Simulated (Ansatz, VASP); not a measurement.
**ZrB in VASP and in Ansatz**

Contents of INCAR:

```
PREC = Accurate
ENCUT = 520
EDIFF = 1E-6
ISMEAR = 0
SIGMA = 0.15
LREAL = False
LASPH = True
NELM = 100
ALGO = Fast
ISIF = 2
LWAVE = False
LCHARG = True
GGA = PE
LELF = True
LVHAR = True
NBANDS = 14
```

KPOINTS

```
Automatic mesh
0
Gamma
  18 18 18
```

File POSCAR:

```
ZrB
1.0
    0.0000000000      2.4121875000      2.4121875000
    2.3250000000      0.0871875000      2.3250000000
    2.3250000000      2.3250000000      0.0871875000
Zr B
1 1
Direct
    0.0000000000      0.0000000000      0.0000000000
    0.5000000000      0.5000000000      0.5000000000
```

Input for Ansatz:

```yaml
crystal:
  lattice:
    - [0.0, 2.4121875, 2.4121875]
    - [2.325, 0.0871875, 2.325]
    - [2.325, 2.325, 0.0871875]
  atoms:
    - { symbol: Zr, position: [0.0, 0.0, 0.0] }
    - { symbol: B, position: [0.5, 0.5, 0.5] }
basis:
  ecutwfc: 420
kpoints:
  mp_grid: { grid: [18, 18, 18] }
hamiltonian:
  xc: pbe
scf:
  occupations: { method: gaussian, width: 0.15 }
output:
  forces: true
  stress: true
  eigenvalues: true
```

Change from the starting cell: strain +0.0750 x Voigt [0, 0, 0, 1, 0, 0], atoms carried along.

Alike in both runs: task single point; functional PBE; k mesh 18 × 18 × 18; occupations gaussian, width 0.15 eV; no spin polarisation.

```csv
,VASP,Ansatz
version,VASP 6.6.1,Ansatz 0.2.0
potentials or method,"VASP PAW PBE potentials, release 64 (Zr_sv, B)","scalar-relativistic, plane waves, PAW"
plane-wave cutoff (eV),520,420
valence electrons in the cell,15,15
```

```tsv
	VASP	Ansatz	Ansatz less VASP
gap on the k mesh at the Fermi level (eV)	none	none	-
pressure (GPa)	35.3	35.1	-0.16
largest component of the traceless stress (GPa)	4.22	4.24	+0.014
```

A gap of «none» marks a metal or a gap that the smearing closes. With one functional, cell and mesh, what is left measures potentials, basis and numerics.

Caveats: so large a pressure means that the cell lies far from this level's equilibrium, or that cutoff or potentials fall short (VASP).
